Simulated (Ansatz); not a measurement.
Input and command of a plane-wave DFT calculation in Ansatz:

```yaml
crystal:
  lattice:
    - [2.706034, -2.706655, 0.0]
    - [2.706034, 2.706655, 0.0]
    - [-2.633531, 0.0, 4.796637]
  atoms:
    - { symbol: Ti, position: [0.13411, 0.86589, 0.25], spin: 2.5 }
    - { symbol: Ti, position: [0.86589, 0.13411, 0.75], spin: 2.5 }
    - { symbol: O, position: [0.331221, 0.088755, 0.667149] }
    - { symbol: O, position: [0.668779, 0.911245, 0.332851] }
    - { symbol: O, position: [0.911245, 0.668779, 0.832851] }
    - { symbol: O, position: [0.088755, 0.331221, 0.167149] }
basis:
  ecutwfc: 500
kpoints:
  mp_grid: { grid: [8, 8, 6] }
hamiltonian:
  xc: r2scan
  hubbard: { sites: [{ species: Ti, l: d, u_eff: 1.0 }] }
scf:
  occupations: { method: gaussian, width: 0.05 }
output:
  forces: true
  stress: true
  eigenvalues: true
  populations: true
magnetization:
  spin_polarized: true
```

```bash
ansatz run input.yaml --threads 1 --pin off --max-ram 2560MiB --backend cpu --events-out ev --progress --plain --runs-dir out
```

Processor: AMD EPYC 9R45 (Zen 5), 1 thread, on a host shared with other jobs.

Task: How long does it run, and how much memory does it take?

Result: About 83 s on 1 thread of AMD EPYC 9R45 (Zen 5), with other jobs on the host, peak memory 1.4 GiB. It solves 33 bands at 114 k points (the mesh reduced by symmetry) with about 1741 plane waves, in 27 SCF iterations.
